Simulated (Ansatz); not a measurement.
# 2H-WS2 on ZrC(111): work function and capacitance

How does 2H-WS2 on ZrC(111) act as a gate dielectric or work-function layer?

Method: plane-wave DFT, LDA, Ansatz PAW, in the first sound run; inputs show where later runs differ, in Ansatz 0.2.0.

### 1. The starting structure

The cell holds 7 atoms: 4 Zr and 3 C. Its edges and angles: a = 3.180 Å, b = 3.180 Å, c = 26.433 Å, α = 90.0°, β = 90.0°, γ = 120.0°. Vacuum lies along c.

### 2. The bare metal

The metal alone, strained to the film's lattice, gives the work function from which the change is counted. The dipole correction removes the false field that a one-sided slab makes across the periodic vacuum, so each face gets a flat vacuum level of its own.

input.yaml reads:

```yaml
crystal:
  lattice:
    - [3.18, 0.0, 0.0]
    - [-1.59, 2.753960784, 0.0]
    - [0.0, 0.0, 26.4330189692]
  atoms:
    - { symbol: Zr, position: [0.66666667, 0.33333333, 0.3404832422] }
    - { symbol: C, position: [0.0, 0.0, 0.3936554948] }
    - { symbol: Zr, position: [0.33333333, 0.66666667, 0.4468277474] }
    - { symbol: C, position: [0.66666667, 0.33333333, 0.5] }
    - { symbol: Zr, position: [0.0, 0.0, 0.5531722526] }
    - { symbol: C, position: [0.33333333, 0.66666667, 0.6063445052] }
    - { symbol: Zr, position: [0.66666667, 0.33333333, 0.6595167578] }
kpoints:
  mp_grid: { grid: [12, 12, 1] }
hamiltonian:
  xc: lda
scf:
  occupations: { method: fermi_dirac, width: 0.1 }
  convergence: { dr2_threshold: 1.0e-09 }
efield:
  axis: 3
  dipole_correction: true
  ramp_position: 0.97
  ramp_width: 0.06
relax:
  f_tol: 0.01
  max_steps: 90
  constraints: [{ sites: [0, 1, 2] }]
output:
  write_potential: true
  write_density: true
  volumetric_format: npy
```

Command:

```sh
ansatz run input.yaml --threads 4 --pin off --max-ram 12288MiB --backend cpu --events-out ev --progress --plain --runs-dir out
```

Numbers of over 12 decimals in the logs are rounded to 6 here.

The log of the run:

```text
Engine: ansatz 0.2.0, aarch64-unknown-linux-gnu
Pseudopotentials: kind: paw
Pseudopotential: Zr, paw, valence charge 12, recommended cutoff 420 eV (normal), Zr.paw.azcp
Pseudopotential: C, paw, valence charge 4, recommended cutoff 420 eV (normal), C.paw.azcp
Functional definition: SPW92
  exchange = slater_x
  correlation = pw_c
Crystal: 7 atoms, lattice volume = 231.490 Å³
Basis set: ecut = 420 eV, 4577 PW (Γ)
Bands: 37, of which v1, the nominal top of the filled ones, is band 30 counted from 1 (29 counted from 0)
Symmetry: 6 space group operations
k-points: 19 of 144 (time reversal used)
Non-local potential: Zr, projectors of the file, l = 0: 3, l = 1: 2, l = 2: 2, l = 3: 2
Non-local potential: C, projectors of the file, l = 0: 2, l = 1: 2, l = 2: 1
PAW form: soft (Blöchl's): semilocal exchange-correlation on the pseudo side does not see the compensation charge
PAW frozen core: Zr, regenerated for the run's functional, and the local potential with it (the file was generated under x = pbe(κ = 0.804, μ = 0.219515), c = pbe(β = 0.066725))
PAW frozen core: C, regenerated for the run's functional, and the local potential with it (the file was generated under x = pbe(κ = 0.804, μ = 0.219515), c = pbe(β = 0.066725))
PAW one-centre angular grid: Zr, 590 points (default); XC on 64 Gauss nodes
PAW one-centre angular grid: C, 110 points (default); XC on 64 Gauss nodes
Initial density: superposition of atomic densities (neutral atoms: chi_scale 0, normalization atom), corrected by the library's trained network
Initial wavefunctions: pseudopotential atomic-orbital guess
Functional: x = slater, c = lda
SCF iter   1: F=—  HF=-17041.961003 eV  |F-HF|=—  |Δ(HF+E_count)|=         —  Δρ=7.31e-3  dr2=2.13e0  ethr=1.77e-3  p=-0.000 e·Å  D=-3.28e-14 V/Å  ΔV_dip=0.00 eV  dr2_dipole=1.81e-6  V_vac-E_F(+/−)=5.12/5.12 eV  ⟨swp⟩=6.7  Hψ=3233  notcnv=0
efield: sawtooth ramp at fractional position 0.9700 (set: `efield.ramp_position`, or a place that a band, a saddle search or an elastic batch's reference lends), width 0.0600; the density the first Hamiltonian is built on has a dipole p = -0.000 e·Å; the dipole correction subtracts the counter field D = -3.28e-14 V/Å, which shifts the + side's vacuum level by +0.00 eV against the − side's; the planar-averaged density in the ramp window peaks in size at 1.8e-5 e/Å³
preconditioner: auto → LDOS  [metal: Δε(μ)=0.043 eV  Ē_g=5.917 eV  σ=0.100 eV  W_gap=0.11  n_scr=18 (ndim 8)  ℏωp=12.9 eV  f_vac=0.510  D(μ)=6.35/eV (n_scr^D=18)  β→1.0]
SCF iter   2: F=—  HF=-17041.846378 eV  |F-HF|=—  |Δ(HF+E_count)|=   1.15e-1  Δρ=3.12e-3  dr2=2.70e-2  ethr=1.77e-3  p=0.000 e·Å  D=1.60e-5 V/Å  ΔV_dip=-0.00 eV  dr2_dipole=1.61e-6  V_vac-E_F(+/−)=4.59/4.59 eV  ⟨swp⟩=2.6  Hψ=1026  notcnv=0
SCF iter   3: F=—  HF=-17041.849307 eV  |F-HF|=—  |Δ(HF+E_count)|=   2.93e-3  Δρ=1.32e-3  dr2=9.60e-3  ethr=4.50e-5  p=-0.000 e·Å  D=-3.13e-6 V/Å  ΔV_dip=0.00 eV  dr2_dipole=4.57e-8  V_vac-E_F(+/−)=4.54/4.54 eV  ⟨swp⟩=2.0  Hψ=1241  notcnv=0
SCF iter   4: F=—  HF=-17041.847922 eV  |F-HF|=—  |Δ(HF+E_count)|=   1.39e-3  Δρ=4.08e-4  dr2=6.35e-4  ethr=1.60e-5  p=0.000 e·Å  D=3.54e-7 V/Å  ΔV_dip=-0.00 eV  dr2_dipole=1.97e-8  V_vac-E_F(+/−)=4.50/4.50 eV  ⟨swp⟩=2.1  Hψ=1140  notcnv=0
SCF iter   5: F=—  HF=-17041.847926 eV  |F-HF|=—  |Δ(HF+E_count)|=   3.60e-6  Δρ=1.14e-4  dr2=4.99e-5  ethr=1.06e-6  p=0.000 e·Å  D=1.19e-7 V/Å  ΔV_dip=-0.00 eV  dr2_dipole=1.47e-9  V_vac-E_F(+/−)=4.49/4.49 eV  ⟨swp⟩=3.2  Hψ=1337  notcnv=0
SCF iter   6: F=—  HF=-17041.847953 eV  |F-HF|=—  |Δ(HF+E_count)|=   2.74e-5  Δρ=4.82e-5  dr2=1.08e-5  ethr=8.31e-8  p=-0.000 e·Å  D=-1.47e-7 V/Å  ΔV_dip=0.00 eV  dr2_dipole=5.38e-12  V_vac-E_F(+/−)=4.48/4.48 eV  ⟨swp⟩=2.2  Hψ=1207  notcnv=0
SCF iter   7: F=—  HF=-17041.847952 eV  |F-HF|=—  |Δ(HF+E_count)|=   9.06e-7  Δρ=1.16e-5  dr2=8.77e-7  ethr=1.80e-8  p=-0.000 e·Å  D=-6.12e-8 V/Å  ΔV_dip=0.00 eV  dr2_dipole=1.25e-11  V_vac-E_F(+/−)=4.48/4.48 eV  ⟨swp⟩=2.1  Hψ=1209  notcnv=0
SCF iter   8: F=—  HF=-17041.847807 eV  |F-HF|=—  |Δ(HF+E_count)|=   1.46e-4  Δρ=4.08e-6  dr2=8.05e-8  ethr=1.46e-9  p=-0.000 e·Å  D=-2.93e-8 V/Å  ΔV_dip=0.00 eV  dr2_dipole=1.23e-13  V_vac-E_F(+/−)=4.47/4.47 eV  ⟨swp⟩=2.5  Hψ=1146  notcnv=0
SCF iter   9: F=—  HF=-17041.847807 eV  |F-HF|=—  |Δ(HF+E_count)|=   5.65e-8  Δρ=1.41e-6  dr2=8.41e-9  ethr=1.34e-10  p=-0.000 e·Å  D=-1.85e-8 V/Å  ΔV_dip=0.00 eV  dr2_dipole=4.18e-13  V_vac-E_F(+/−)=4.47/4.47 eV  ⟨swp⟩=2.0  Hψ=981  notcnv=0
SCF iter  10: F=—  HF=-17041.847807 eV  |F-HF|=—  |Δ(HF+E_count)|=   2.20e-9  Δρ=5.37e-7  dr2=1.40e-9  ethr=1.67e-12  p=-0.000 e·Å  D=-5.76e-9 V/Å  ΔV_dip=0.00 eV  dr2_dipole=1.57e-14  V_vac-E_F(+/−)=4.47/4.47 eV  ⟨swp⟩=9.2  Hψ=4773  notcnv=0
SCF iter  11: F=-17041.847807 eV  HF=-17041.847807 eV  |F-HF|=1.82e-11  |Δ(HF+E_count)|=  5.57e-10  Δρ=1.37e-7  dr2=5.11e-11  ethr=1.67e-12  p=-0.000 e·Å  D=-5.99e-10 V/Å  ΔV_dip=0.00 eV  dr2_dipole=4.59e-19  V_vac-E_F(+/−)=4.47/4.47 eV  ⟨swp⟩=8.2  Hψ=4185  notcnv=0
SCF 1 converged in 11 iterations: F = -17041.847807 eV  dr2 = 5.11e-11
  greatest PAW one-centre occupation: 0.998 electrons in one spin orbital (limit 2), on the Zr atom at site 0 (counted from 0), in its partial waves of l = 0
relax step   1: F+E_penalty+E_count = -17041.84780662 eV  Δ(F+E_penalty+E_count) = +0.000e0 eV  max|allowed force component| = 2.267e0 eV/Å  Δτ_max = 0.0000 Å  (11 SCF iters, accepted)
Initial density: handed on by an earlier stage of this run
Initial wavefunctions: those handed on with the density
iter 1 solved again at ethr=1.24e-3 eV; its pass at ethr=3.10e-3 eV (dr2=7.46e-1 eV) is discarded
SCF iter   1: F=—  HF=-17042.191497 eV  |F-HF|=—  |Δ(HF+E_count)|=         —  Δρ=9.44e-3  dr2=6.07e-1  ethr=1.24e-3  p=0.000 e·Å  D=4.45e-9 V/Å  ΔV_dip=-0.00 eV  dr2_dipole=1.38e-1  V_vac-E_F(+/−)=4.46/4.46 eV  ⟨swp⟩=1.3  Hψ=2708  notcnv=0
efield: sawtooth ramp at fractional position 0.9700 (set: `efield.ramp_position`, or a place that a band, a saddle search or an elastic batch's reference lends), width 0.0600; the density the first Hamiltonian is built on has a dipole p = 0.000 e·Å; the dipole correction subtracts the counter field D = 4.45e-9 V/Å, which shifts the + side's vacuum level by -0.00 eV against the − side's; the planar-averaged density in the ramp window peaks in size at 4.3e-7 e/Å³
preconditioner: auto → LDOS  [metal: Δε(μ)=0.026 eV  Ē_g=6.009 eV  σ=0.100 eV  W_gap=0.06  n_scr=18 (ndim 8)  ℏωp=12.9 eV  f_vac=0.521  D(μ)=5.96/eV (n_scr^D=18)  β→1.0]
[...]
SCF iter   9: F=—  HF=-17042.170264 eV  |F-HF|=—  |Δ(HF+E_count)|=   3.07e-8  Δρ=2.07e-6  dr2=9.61e-9  ethr=6.96e-10  p=-0.006 e·Å  D=-4.51e-3 V/Å  ΔV_dip=0.12 eV  dr2_dipole=7.55e-11  V_vac-E_F(+/−)=4.63/4.51 eV  ⟨swp⟩=2.3  Hψ=1086  notcnv=0
SCF iter  10: F=—  HF=-17042.170264 eV  |F-HF|=—  |Δ(HF+E_count)|=   1.76e-8  Δρ=7.78e-7  dr2=2.22e-9  ethr=1.67e-12  p=-0.006 e·Å  D=-4.51e-3 V/Å  ΔV_dip=0.12 eV  dr2_dipole=4.33e-10  V_vac-E_F(+/−)=4.63/4.51 eV  ⟨swp⟩=10.0  Hψ=5247  notcnv=0
SCF iter  11: F=-17042.170264 eV  HF=-17042.170264 eV  |F-HF|=1.09e-11  |Δ(HF+E_count)|=   2.74e-9  Δρ=3.20e-7  dr2=3.09e-10  ethr=1.67e-12  p=-0.006 e·Å  D=-4.51e-3 V/Å  ΔV_dip=0.12 eV  dr2_dipole=3.30e-13  V_vac-E_F(+/−)=4.63/4.51 eV  ⟨swp⟩=8.3  Hψ=4419  notcnv=0
SCF 3 converged in 11 iterations: F = -17042.170264 eV  dr2 = 3.09e-10
relax step   3: F+E_penalty+E_count = -17042.17026395 eV  Δ(F+E_penalty+E_count) = -5.229e-2 eV  max|allowed force component| = 5.798e-1 eV/Å  Δτ_max = 0.1977 Å  (11 SCF iters, accepted)
[...]
relax step   4: F+E_penalty+E_count = -17042.19849020 eV  Δ(F+E_penalty+E_count) = -2.823e-2 eV  max|allowed force component| = 6.695e-2 eV/Å  Δτ_max = 0.0829 Å  (10 SCF iters, accepted)
[...]
relax step   5: F+E_penalty+E_count = -17042.19881072 eV  Δ(F+E_penalty+E_count) = -3.205e-4 eV  max|allowed force component| = 1.154e-2 eV/Å  Δτ_max = 0.0057 Å  (8 SCF iters, accepted)
SCF iter   1: F=—  HF=-17042.198972 eV  |F-HF|=—  |Δ(HF+E_count)|=         —  Δρ=6.34e-5  dr2=2.10e-5  ethr=6.44e-7  p=-0.007 e·Å  D=-5.18e-3 V/Å  ΔV_dip=0.14 eV  dr2_dipole=1.04e-6  V_vac-E_F(+/−)=4.63/4.49 eV  ⟨swp⟩=2.0  Hψ=1073  notcnv=0
efield: sawtooth ramp at fractional position 0.9700 (set: `efield.ramp_position`, or a place that a band, a saddle search or an elastic batch's reference lends), width 0.0600; the density the first Hamiltonian is built on has a dipole p = -0.007 e·Å; the dipole correction subtracts the counter field D = -5.18e-3 V/Å, which shifts the + side's vacuum level by +0.14 eV against the − side's; the planar-averaged density in the ramp window peaks in size at 5.3e-7 e/Å³
preconditioner: auto → LDOS  [metal: Δε(μ)=0.031 eV  Ē_g=6.018 eV  σ=0.100 eV  W_gap=0.08  n_scr=18 (ndim 8)  ℏωp=12.9 eV  f_vac=0.521  D(μ)=5.33/eV (n_scr^D=16)  β→1.0]
SCF iter   2: F=—  HF=-17042.198971 eV  |F-HF|=—  |Δ(HF+E_count)|=   1.67e-6  Δρ=4.40e-5  dr2=1.59e-5  ethr=3.51e-8  p=-0.007 e·Å  D=-5.18e-3 V/Å  ΔV_dip=0.14 eV  dr2_dipole=2.26e-6  V_vac-E_F(+/−)=4.63/4.49 eV  ⟨swp⟩=2.0  Hψ=1126  notcnv=0
SCF iter   3: F=—  HF=-17042.198967 eV  |F-HF|=—  |Δ(HF+E_count)|=   4.17e-6  Δρ=7.07e-6  dr2=7.19e-7  ethr=2.65e-8  p=-0.007 e·Å  D=-5.19e-3 V/Å  ΔV_dip=0.14 eV  dr2_dipole=3.06e-7  V_vac-E_F(+/−)=4.63/4.49 eV  ⟨swp⟩=2.0  Hψ=935  notcnv=0
SCF iter   4: F=—  HF=-17042.198820 eV  |F-HF|=—  |Δ(HF+E_count)|=   1.46e-4  Δρ=4.11e-6  dr2=2.61e-7  ethr=1.20e-9  p=-0.007 e·Å  D=-5.19e-3 V/Å  ΔV_dip=0.14 eV  dr2_dipole=8.71e-8  V_vac-E_F(+/−)=4.63/4.49 eV  ⟨swp⟩=2.9  Hψ=1268  notcnv=0
SCF iter   5: F=—  HF=-17042.198820 eV  |F-HF|=—  |Δ(HF+E_count)|=  1.16e-10  Δρ=9.84e-7  dr2=4.49e-9  ethr=4.36e-10  p=-0.007 e·Å  D=-5.20e-3 V/Å  ΔV_dip=0.14 eV  dr2_dipole=1.77e-10  V_vac-E_F(+/−)=4.63/4.49 eV  ⟨swp⟩=1.8  Hψ=743  notcnv=0
SCF iter   6: F=—  HF=-17042.198820 eV  |F-HF|=—  |Δ(HF+E_count)|=   1.16e-9  Δρ=4.05e-7  dr2=1.28e-9  ethr=1.67e-12  p=-0.007 e·Å  D=-5.20e-3 V/Å  ΔV_dip=0.14 eV  dr2_dipole=3.25e-10  V_vac-E_F(+/−)=4.63/4.49 eV  ⟨swp⟩=9.3  Hψ=5057  notcnv=0
SCF iter   7: F=-17042.198820 eV  HF=-17042.198820 eV  |F-HF|=7.28e-12  |Δ(HF+E_count)|=  1.93e-10  Δρ=1.08e-7  dr2=5.74e-11  ethr=1.67e-12  p=-0.007 e·Å  D=-5.20e-3 V/Å  ΔV_dip=0.14 eV  dr2_dipole=1.12e-12  V_vac-E_F(+/−)=4.63/4.49 eV  ⟨swp⟩=7.5  Hψ=3834  notcnv=0
SCF 6 converged in 7 iterations: F = -17042.198820 eV  dr2 = 5.74e-11
relax step   6: F+E_penalty+E_count = -17042.19882021 eV  Δ(F+E_penalty+E_count) = -9.491e-6 eV  max|allowed force component| = 1.151e-4 eV/Å  Δτ_max = 0.0009 Å  (7 SCF iters, accepted)
NSCF: frozen V_eff on 19 k-points
the band table was solved once a step of the walk had ended and its energy, with any forces and stress, was formed, with the checks that follow a solve (3154 applications of the Hamiltonian). They found nothing against the state; the energy, forces and stress were not computed again (output.eigenvalues in the input reference)
WARN: The output density's exchange-correlation potential varies sharply where the density is thin. Do not read a vacuum level from v_tot or v_xc, or from such a field of the output density. On a cell that repeats whose density bears no net charge and no dipole along the vacuum's axis use v_es (v_loc + v_h of the components); under efield.dipole_correction with no amplitude use v_es + v_field, which holds any externa [...]
SCF converged after 7 iterations
Free energy (F): -17042.198820 eV
Harris-Foulkes:  -17042.198820 eV  (|F-HF|=7.28e-12)
Internal energy: -17042.021402 eV  (E = F + TS)
E sigma→0 (E₀):  -17042.110111 eV
Entropy (-TS):   -0.177418 eV (-25.345 meV/atom)
Fermi energy:    3.895009 eV
Dipole field:    D = -0.005197 V/Å  (p = -0.006649 e·Å, saw-weighted, corrected)
Work function:   Φ+ = 4.6300 eV   Φ− = 4.4926 eV
Levels:          The Fermi level and band energies are counted from a zero that moves with the ramp; work functions are not
--- Per-component energies (eV) ---
  E_band       = -898.635193
  E_kinetic    = 1615.934232
  E_local      = -64757.945854  (includes V_loc(G=0)·N_el)
  E_nonlocal   = 416.818016
  E_hartree    = 31565.309528
  E_xc         = -792.428594
  E_vxc        = -950.038360  (∫ρ·V_xc dr)
  E_paw        = -11669.863621  (= ΣΔE_a)
  E_vpaw       = -353.991024  (= ΣTr[D̂ρ^β])
  E_aug_tail   = 0.000116  (compensation charges beyond the density's cutoff)
  E_efield     = 0.000017  (sawtooth field / dipole correction)
  E_vefield    = -0.031335  (∫n·V_field dr)
  E_ewald      = 26578.484657
  E_core_change = 1.670101  (= ΣΔE_core)
  E_smearing   = -0.177418  (= −TS)
  E_closure    = -0.000000  (closes the sum)
  Σ components = -17042.198820   (vs F -17042.198820, Δ=0.00e0)
--- Forces (eV/Å), atoms counted from 1 ---
  atom   1  Zr    -0.00000000    -0.00000000     2.49153291
  atom   2  C      0.00000000     0.00000000    -1.71450495
  atom   3  Zr     0.00000000    -0.00000000    -0.77712866
  atom   4  C     -0.00000000    -0.00000000     0.00000588
  atom   5  Zr     0.00000000     0.00000000     0.00011512
  atom   6  C     -0.00000000    -0.00000000     0.00005320
  atom   7  Zr     0.00000000     0.00000000    -0.00008102
  max |Σ_I F_I| component: 7.53e-6 eV/Å
--- Band table (eV; the first three rows and the last of 19) ---
  k-point 0: bands = [... 26 lower, 2.9850, 2.9850, 3.2071, 3.3885, 3.9887, 4.9446, 4.9446, 5.8212, ... 3 higher]
  k-point 1: bands = [... 26 lower, 2.5119, 2.9369, 3.2647, 3.4411, 4.1093, 4.5256, 5.1024, 5.3168, ... 3 higher]
  k-point 2: bands = [... 26 lower, 1.8311, 2.8085, 3.1736, 3.4504, 3.7771, 4.4777, 4.8358, 5.5457, ... 3 higher]
  k-point 18: bands = [... 26 lower, 1.2548, 1.3671, 3.8399, 3.9087, 4.1020, 4.2633, 6.4160, 6.9134, ... 3 higher]
--- Relaxed structure (6 steps of the walk, 6 accepted, 0 SCFs on fresh bases) ---
  F+E_penalty+E_count = -17042.19882021 eV   max|allowed force component| = 1.151e-4 eV/Å
  atoms:
    - { symbol: Zr, position: [0.666667, 0.333333, 0.340483] }
    - { symbol: C, position: [5.211250928537754e-17, 5.2867763131549054e-17, 0.393655] }
    - { symbol: Zr, position: [0.333333, 0.666667, 0.446828] }
    - { symbol: C, position: [0.666667, 0.333333, 0.497973] }
    - { symbol: Zr, position: [5.382083369931908e-17, 5.2867763131549054e-17, 0.547619] }
    - { symbol: C, position: [0.333333, 0.666667, 0.603568] }
    - { symbol: Zr, position: [0.666667, 0.333333, 0.647642] }
```

Elapsed: 26 s, on 4 threads of Arm Neoverse V1, shared host; peak memory 0.58 GiB.

Relaxation path:

```
step  energy less that of the first step (eV)  largest force component (eV/Å)
   1                                   0.0000                          2.2669
   2                                  -0.2702                          1.2939
   3                                  -0.3225                          0.5798
   4                                  -0.3507                          0.0669
   5                                  -0.3510                          0.0115
   6                                  -0.3510                          0.0001
```

Forces are held to the 6 operations that the run works with; a distortion that breaks them can't arise in this run.

The atoms that moved most (Å):

```
atom     dx     dy      dz  length
 Zr7  0.000  0.000  -0.314   0.314
 Zr5  0.000  0.000  -0.147   0.147
  C6  0.000  0.000  -0.073   0.073
  C4  0.000  0.000  -0.054   0.054
```

The relaxed structure:

```cif
data_structure
_symmetry_space_group_name_H-M 'P 1'
_symmetry_Int_Tables_number 1
_cell_length_a 3.1800
_cell_length_b 3.1800
_cell_length_c 26.4330
_cell_angle_alpha 90.000
_cell_angle_beta 90.000
_cell_angle_gamma 120.000
_cell_volume 231.49
loop_
_atom_site_label
_atom_site_type_symbol
_atom_site_fract_x
_atom_site_fract_y
_atom_site_fract_z
_atom_site_occupancy
Zr1 Zr 0.66667 0.33333 0.34048 1
C2 C 0.00000 0.00000 0.39366 1
Zr3 Zr 0.33333 0.66667 0.44683 1
C4 C 0.66667 0.33333 0.49797 1
Zr5 Zr 0.00000 0.00000 0.54762 1
C6 C 0.33333 0.66667 0.60357 1
Zr7 Zr 0.66667 0.33333 0.64764 1
```

This step gave:

| Property | Result |
| --- | --- |
| energy at zero smearing | -17042.1101 eV |
| work function, upper face | 4.630 eV |
| work function, lower face | 4.493 eV |
| dipole along the normal | -0.006649 e·Å |
| step between the vacuum levels | 0.1374 eV |

Running mean over 2.811 and then 6.476 Å of the planar mean; the ramp of the sawtooth is left out. Table of electron's electrostatic potential energy less the Fermi level by z:

| z (Å) | electron's electrostatic potential energy less the Fermi level (eV) |
| --- | --- |
| 3.5 | 4.38 |
| 4.0 | 4.17 |
| 4.5 | 3.71 |
| 5.0 | 2.97 |
| 5.5 | 2.05 |
| 6.0 | 1.00 |
| 6.5 | -0.119 |
| 7.0 | -1.25 |
| 7.5 | -2.37 |
| 8.0 | -3.48 |
| 8.5 | -4.60 |
| 9.0 | -5.72 |
| 9.5 | -6.84 |
| 10.0 | -7.95 |
| 10.5 | -8.91 |
| 11.0 | -9.58 |
| 11.5 | -9.96 |
| 12.0 | -10.2 |
| 12.5 | -10.4 |
| 13.0 | -10.4 |
| 13.5 | -10.5 |
| 14.0 | -10.5 |
| 14.5 | -10.4 |
| 15.0 | -10.1 |
| 15.5 | -9.49 |
| 16.0 | -8.60 |
| 16.5 | -7.51 |
| 17.0 | -6.36 |
| 17.5 | -5.23 |
| 18.0 | -4.09 |
| 18.5 | -2.92 |
| 19.0 | -1.70 |
| 19.5 | -0.470 |
| 20.0 | 0.724 |
| 20.5 | 1.86 |
| 21.0 | 2.86 |
| 21.5 | 3.67 |
| 22.0 | 4.21 |
| 22.5 | 4.46 |
| 23.0 | 4.56 |

The relaxation took 6 steps and lowered the energy by 0.35 eV; the largest force on the free atoms ends at 1.2e-4 eV/Å.

The work function of the upper face is 4.63 eV.

[end of part 1 of 5]

[Logs are printed without paths, hosts, clocks, repeated set-up lines and the standing remarks that a program may print on its own settings, such as how far it seeks lower states.]

[Hosts, paths, dates, database ids (printed as entryN), source tags and the programs' standing remarks are cut or masked in the printed files.]

[Maps of the electrostatic potential energy from Ansatz leave out the sawtooth potential of an applied field or a dipole correction, so their vacuum need not be flat; planar profiles and work functions include it.]
